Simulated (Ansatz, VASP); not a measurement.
## One calculation of AlNi, two programs

```
Al Ni
1.0
     2.00029   -2.00032    0.00000
     2.00029    2.00032    0.00000
     0.00000    0.00000    2.83964
Al Ni
1 1
Direct
  0.00000 0.00000 0.00000
  0.50000 0.50000 0.50000
```

Alike in both runs: functional LDA; k mesh 16 × 16 × 14; occupations gaussian, width 0.1 eV; no spin polarisation.

Ansatz relaxed the structure, and its values are those at the end. VASP's run is a single point on that final structure, the one shown.

|  | VASP | Ansatz |
| --- | --- | --- |
| version | VASP 6.6.1 | Ansatz 0.2.0 |
| potentials or method | VASP PAW LDA potentials, release 64 (Al, Ni) | scalar-relativistic, plane waves, PAW |
| plane-wave cutoff (eV) | 520 | 420 |
| valence electrons in the cell | 13 | 21 |

|  | VASP | Ansatz | Ansatz less VASP |
| --- | --- | --- | --- |
| gap on the k mesh at the Fermi level (eV) | none | none | - |
| pressure (GPa) | 0.3 | 0.0 | -0.31 |

A gap of «none» marks a metal or a gap that the smearing closes. The two sets of potentials don't hold the same shells in valence.

Spin polarisation is off, so any magnetic state and its effect on volume and gap are missing.
